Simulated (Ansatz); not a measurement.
# AlNi: energy over two strains

How does the energy of AlNi (P4/mmm, No. 123; 2 atoms in the cell) change over two coordinates at once? A grid of runs gives the map.

Computed with Ansatz 0.2.0 (DFT PBE, scalar-relativistic, plane waves, PAW, unless a step's input says otherwise).

6 further runs of the same task are left out: 2 for a known fault of the program, 4 set aside as unsound or not needed. Runs told in other sessions of the task aren't counted.

### Step 1. The starting structure

Symmetry: P4/mmm, No. 123, tetragonal system. The conventional cell has a = 2.889 Å, b = 2.889 Å, c = 2.900 Å, α = 90.00°, β = 90.00°, γ = 90.00°. Al (site symmetry 4/mmm) has 8 Ni at 2.51 Å in its first shell of neighbours. Around Ni (site symmetry 4/mmm) lie 8 Al at 2.51 Å.

Coordinates:

```
CELL_PARAMETERS angstrom
2.04263 -2.04260 0.00000
2.04263 2.04260 0.00000
0.00000 0.00000 2.90044
ATOMIC_POSITIONS crystal
Al 0.00000 0.00000 0.00000
Ni 0.50000 0.50000 0.50000
```

It goes back to an entry of the Materials Project, which need not be the stable form.

It is the result of an earlier relaxation at this level (volume 12.10 Å³/atom; gap on the mesh: none (metal)).

### Step 2. The grid

The energy is mapped over two homogeneous strains; x, y and z are the crystal's own axes (z along the conventional c), which in the input's Cartesian frame point along (0.71, -0.71, 0.00), (0.71, 0.71, 0.00), (0.00, 0.00, 1.00).

First coordinate, normal strain along x: 7 values from −11.0 %. Second coordinate, normal strain along y: 7 values from −11.0 %.

Nothing else is relaxed (symmetry fixes all fractional coordinates). Energies count from the relaxed crystal. Points are written as (first, second).

### Step 3. Grid point (3.7 %, 3.7 %)

Contents of input.yaml:

```yaml
crystal:
  lattice:
    - [2.1175967467, -2.1175617043, 0.0]
    - [2.1175967467, 2.1175617043, 0.0]
    - [0.0, 0.0, 2.9004437058]
  atoms:
    - { symbol: Al, position: [0.0, 0.0, 0.0] }
    - { symbol: Ni, position: [0.5, 0.5, 0.5] }
basis:
  ecutwfc: 520.0
kpoints:
  mp_grid: { grid: [16, 16, 16] }
hamiltonian:
  xc: pbe
  pseudopotentials: { kind: paw, azcp: { folder: soft_1 } }
scf:
  occupations: { method: gaussian, width: 0.15 }
output:
  forces: true
  stress: true
  eigenvalues: true
```

Run with:

```
$ ansatz run input.yaml --threads 2 --pin off --max-ram 4096MiB --backend cpu --events-out ev --progress --plain --runs-dir out
```

Further runs follow: the other points that were computed.

Before running it: what results should come out? Wanted: lowest point; highest computed point; pressure.

The runs gave:

| quantity | value |
| --- | --- |
| lowest point | (0.0 %, 0.0 %), 0 meV/atom |
| highest computed point | (−11.0 %, −11.0 %), 424 meV/atom above the lowest |
| pressure (GPa) | −21 at (11.0 %, 11.0 %) to 62 at (−11.0 %, −11.0 %); 0 at the lowest point |
| time for all points | 13 min on 2 threads, shared host |

In words: The lowest computed point is at (0.0 %, 0.0 %), which is the relaxed crystal itself. The grid shows no well of another kind. The highest computed point, (−11.0 %, −11.0 %), lies 424 meV/atom above the lowest. Round the minimum the valley is strongly tilted: raising normal strain along x shifts the best value of normal strain along y downwards (coupling k₁₂/√(k₁₁k₂₂) about 0.6). The curvatures of the interpolated surface at the minimum, over the volume, give stiffnesses of about 210 and 210 GPa for the two patterns (per unit amplitude as drawn, so not the usual moduli); on a grid this wide they are rough. The runs have no spin polarisation; a magnetic state may lie lower. The final runs have no spin polarisation, so a magnetic state may lie lower.
